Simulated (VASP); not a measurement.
Runs of VASP 6.6.1 on Cd. Symmetry: Pm-3m, No. 221, cubic system. The conventional cell has a = 2.997 Å, b = 2.997 Å, c = 2.997 Å, α = 90.00°, β = 90.00°, γ = 90.00°. Around Cd (site symmetry m-3m) lie 6 Cd at 3.00 Å. The cell was built by a generator and needn't be a form met in nature.

| task | level | potentials or basis | spin | cell | k mesh | cutoff (eV) | smearing | gap on the mesh (eV) | pressure (GPa) | relaxed volume (Å³/atom) |
| --- | --- | --- | --- | --- | --- | --- | --- | --- | --- | --- |
| single point | PBEsol+D3(BJ) | VASP PAW PBE potentials, release 54 (Cd) | non-collinear, ferromagnetic start | as given | 7 × 7 × 7 | 500 | tetrahedron | none | -4.3 | - |
| relaxation of cell and atoms | PBE | VASP PAW PBE potentials, release 64 (Cd) | off | relaxed | 9 × 9 × 9 | 600 | methfessel-paxton 0.2 eV | none | -0.1 | (a) |
| relaxation of cell and atoms | LDA | VASP PAW LDA potentials, release 64 (Cd) | off | relaxed | 9 × 9 × 9 | 600 | methfessel-paxton 0.2 eV | none | 0.0 | 23.45 |
| single point | PBE | VASP PAW PBE potentials, release 64 (Cd) | off | as given | 9 × 9 × 9 | 520 | fermi-dirac 0.05 eV | none | 0.0 | - |

Task: Fill in the values left out.

Result: (a) 26.91.

Caveats: the PAW data sets were made with another functional, which shifts forces and pressure a little (some runs); pairwise dispersion overbinds metals, which lowers pressure and volume (some runs).

A k mesh can miss the band edges, and the runs leave out spin-orbit coupling on Cd.

A gap of «none» marks a metal or a gap under the smearing width.

Not every run made on this cell is shown here.
